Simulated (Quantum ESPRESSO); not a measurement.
Crystal: GaN.

```
Ga N
1.0
     0.00000    2.25350    2.25350
     2.25350    0.00000    2.25350
     2.25350    2.25350    0.00000
Ga N
1 1
Cartesian
  0.0000 0.0000 0.0000
  1.1268 1.1268 1.1268
```

The cell is a database's computed one.

```yaml
Program: Quantum ESPRESSO 7.5
Task: phonons
Functional: PW91
Potentials_or_basis: GBRV 1.5 PBE
Cutoff: 762 eV
Density_cutoff: 6095 eV
k_mesh: 8 × 8 × 8, shifted
Occupations: fermi-dirac, width 0.05 eV
Spin: no spin polarisation
Mixing_beta: 0.5
Most_SCF_iterations: 120
SCF_threshold: 4e-10 Ry
```

The cell and the atoms were relaxed first, to 11.76 Å³/atom (a = 3.216 Å, b = 3.216 Å, c = 3.216 Å, α = 60.00°, β = 60.00°, γ = 60.00°), and the response was taken there.

The first run showed a gap, so the response started from a second, tighter run with fixed occupations.

Q: Where do the zone-centre optical modes lie?

A: T2 at 516 cm⁻¹ (IR and Raman). Polar modes are given without the macroscopic field (transverse values).

Optical modes at Γ, degenerate ones joined, polar ones without the macroscopic field:
| cm⁻¹ | components | symmetry | active in | IR intensity, summed ((D/Å)²/amu) |
| --- | --- | --- | --- | --- |
| 516 | 3 | T2 | IR and Raman | 42.85 |

Zone-centre frequencies without and with the macroscopic field along z (cm⁻¹):
```csv
,optical modes in rising order
without,516 516 516
with the field,516 516 692
```

Born effective charge tensors (e):
atom 1, Ga
```
2.69 0.00 0.00
0.00 2.69 0.00
0.00 0.00 2.69
```
atom 2, N
```
-2.69  0.00  0.00
 0.00 -2.69  0.00
 0.00  0.00 -2.69
```

Electronic dielectric tensor:
```
6.08 0.00 0.00
0.00 6.08 0.00
0.00 0.00 6.08
```

Static dielectric tensor, electrons and zone-centre modes:
```
10.94  0.00  0.00
 0.00 10.94  0.00
 0.00  0.00 10.94
```

Caveat: the potentials were made for another functional, which shifts forces and pressure; before the sum rule the acoustic modes lie tens of cm⁻¹ from zero, a sign that the density grid also shifts the optical modes.
